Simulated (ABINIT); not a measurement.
BaH2:

```xyz
6
Lattice="4.4620 0.0000 0.0000 -2.2310 3.8642 0.0000 0.0000 0.0000 6.0553" Properties=species:S:1:pos:R:3 pbc="T T T"
Ba    0.0000    2.5762    1.5138
Ba    2.2310    1.2881    4.5415
H     0.0000    0.0000    0.0000
H     0.0000    0.0000    3.0276
H     2.2310    1.2881    1.5138
H     0.0000    2.5762    4.5415
```

The cell comes from a database or a generator and needn't be the stable form of this composition.

Base run:

- Program: ABINIT 10.8.3 (patched build)
- Functional: PBEsol
- Potentials or basis: PseudoDojo NC SR PBEsol v0.4.1 standard
- Cutoff: 980 eV
- k mesh: 7 × 7 × 5
- Occupations: fermi-dirac, width 0.05 eV
- Spin: no spin polarisation

Its results: band gap on the k mesh 1.70 eV, indirect (least direct gap 2.56 eV); pressure -2.0 GPa.

Question: The run is repeated on the same cell with these changes: functional from PBEsol to LDA; potentials or basis from PseudoDojo NC SR PBEsol v0.4.1 standard to JTH PAW LDA v2.0; cutoff from 980 eV to 680 eV. What comes out?

Answer: Band gap on the k mesh 1.57 eV, indirect (least direct gap 2.43 eV); pressure -3.0 GPa.

Caveats: spin-orbit coupling is left out, which moves the levels of the heavy elements; this set's barium file shifts pressures by 1 GPa against other sets (some runs); this release of the barium file is off (some runs); an odd mesh through Γ misses points on the zone boundary, where band edges often lie (some runs); this set's barium file shifts pressures by 1.5 GPa and gaps by 0.1 eV against other sets (some runs); the mesh misses the band edges, which the band path finds closer together (some runs).
